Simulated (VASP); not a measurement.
Crystal: CuI.

```
I Cu
1.0
     4.09020    0.00000    0.00000
     0.00000    4.09020    0.00000
     0.00000    0.00000    6.55146
I Cu
2 2
Direct
  0.00000 0.50000 0.74303
  0.50000 0.00000 0.25697
  0.00000 0.00000 0.00000
  0.50000 0.50000 0.00000
```

Measurements of this composition are mostly on another form, of space group No. 216.

Program: VASP 6.6.1. Alike in all runs: task band structure; no spin polarisation; cell as given; k mesh 8 × 8 × 4; cutoff (eV) 520; smearing gaussian 0.02 eV.

Order these runs on this cell by their band gap on the k mesh, lowest first.
A. level TB-mBJ; potentials or basis VASP PAW PBE potentials, release 64 (I, Cu)
B. level LDA; potentials or basis VASP PAW LDA potentials, release 64 (I, Cu)
C. level r2SCAN; potentials or basis VASP PAW PBE potentials, release 64 (I, Cu)

B (1.45 eV), C (2.08 eV), A (2.57 eV).

Caveats: spin-orbit coupling is left out, which moves the levels of the heavy elements.

